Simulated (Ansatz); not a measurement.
A run of Ansatz 0.2.0 is set up as follows.

Contents of input.yaml:

```yaml
crystal:
  lattice:
    - [-0.012205, 2.318763, 2.303986]
    - [2.302991, -0.055275, 2.347056]
    - [2.26695, 2.325791, -0.019233]
  atoms:
    - { symbol: Hf, position: [0.5, 0.5, 0.5] }
    - { symbol: C, position: [0.0, 0.0, 0.0] }
hamiltonian:
  xc: r2scan
  pseudopotentials: { kind: paw_fr }
  dispersion: d3bjatm
magnetization:
  noncollinear: true
  spin_orbit: true
kpoints:
  mp_grid: { grid: [8, 7, 8] }
scf:
  occupations: { method: methfessel_paxton, width: 0.1 }
output:
  forces: true
  stress: true
  eigenvalues: true
  xc_energy_on_converged_density: [lda, pbe, pbesol, rpbe, revpbe, blyp]
  write_density: true
  write_potential: true
  elf: true
  volumetric_format: npy
```

Potentials or basis: Ansatz PAW.

Command:

```console
$ ansatz run input.yaml --threads 1 --pin off --max-ram 2560MiB --backend cpu --events-out ev --progress --plain --runs-dir out
```

Q: Estimate the pressure.

A: -3.3 GPa.

Q: Estimate the band gap on the k mesh.

A: None (metal or under the smearing width).

Stress tensor (GPa, compression positive):
```
 2.31  4.32 -2.05
 4.32 -7.41  5.13
-2.05  5.13 -4.89
```

Caveat: pairwise dispersion overbinds metals, which lowers pressure and volume; the PAW data sets come from PBE, with cores solved anew for the run's functional, which leaves a small shift of forces and pressure.
